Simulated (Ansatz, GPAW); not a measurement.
Given: the input of a run of Ansatz 0.2.0 on MgO. The cell is a database's computed one, not the measured one.

input.yaml

```yaml
crystal:
  lattice:
    - [0.0, 2.0970013927, 2.0970013927]
    - [2.0970013927, 0.0, 2.0970013927]
    - [2.0970013927, 2.0970013927, 0.0]
  atoms:
    - { symbol: Mg, position: [0.0, 0.0, 0.0] }
    - { symbol: O, position: [0.5, 0.5, 0.5] }
kpoints:
  mp_grid: { grid: [11, 11, 11] }
scf:
  occupations: { method: gaussian, width: 0.029 }
hamiltonian:
  xc: pbe
  pseudopotentials: { kind: all_electron, lapw: { basis_error: 0.001 } }
output:
  forces: true
  stress: true
  eigenvalues: true
```

Potentials or basis: all-electron LAPW, scalar-relativistic.

Run with:

```bash
$ ansatz run input.yaml --threads 1 --pin off --max-ram 3072MiB --backend cpu --events-out ev --progress --plain --runs-dir out
```

Q: What does the same run look like in GPAW 26.7.0 (ASE script)? Potentials or basis there: GPAW PAW data sets (gpaw-data 1.2.1), cutoff 800 eV.

A: As run (cutoffs and basis follow the program's own potentials, and thresholds, step limits or extra output files can differ):

run.py

```python
from ase.dft.bandgap import bandgap
from ase.io import read, write
from ase.units import Bohr, GPa
from gpaw import GPAW, PW
from gpaw.elf import elf_from_dft_calculation

atoms = read('MgO.xyz')

calc = GPAW(mode=PW(800),
            xc='PBE',
            kpts={'size': (11, 11, 11), 'gamma': True},
            occupations={'name': 'methfessel-paxton', 'order': 0, 'width': 0.028999999999999998},
            nbands=16,
            convergence={'density': 1e-05, 'energy': 1e-05},
            maxiter=150,
            txt='gpaw.txt')
atoms.calc = calc
energy = atoms.get_potential_energy()
forces = atoms.get_forces()
stress = atoms.get_stress()
calc.write('gs.gpw')
write('result.traj', atoms)
print(f'Energy: {energy:.6f} eV')
print('Forces (eV/A):')
print(forces.round(4))
print('Stress (GPa):', (stress / GPa).round(3))
print('Fermi level:', round(calc.get_fermi_level(), 4), 'eV')
print(f'Gap: {bandgap(calc)[0]:.4f} eV, direct: {bandgap(calc, direct=True)[0]:.4f} eV')

# fields on the real-space grid
write('density.cube', atoms, data=calc.get_pseudo_density() * Bohr**3)
write('potential.cube', atoms, data=calc.get_electrostatic_potential())
write('elf.cube', atoms, data=elf_from_dft_calculation(calc).data)
```

File MgO.xyz:

```xyz
2
Lattice="0.0000000000 2.0970013927 2.0970013927 2.0970013927 0.0000000000 2.0970013927 2.0970013927 2.0970013927 0.0000000000" Properties=species:S:1:pos:R:3 pbc="T T T"
Mg     0.0000000000      0.0000000000      0.0000000000
O      2.0970013927      2.0970013927      2.0970013927
```

Potentials or basis: GPAW PAW data sets (gpaw-data 1.2.1), pw.

The run is started by

```sh
$ OMP_NUM_THREADS=1 python run.py
```

Both were run:

|  | Ansatz | GPAW |
| --- | --- | --- |
| Pressure | 7.0 GPa | 7.0 GPa |

Where Ansatz's input types no cutoff or centring, it takes its own default and a Γ-centred mesh.

Pressure is positive in compression.
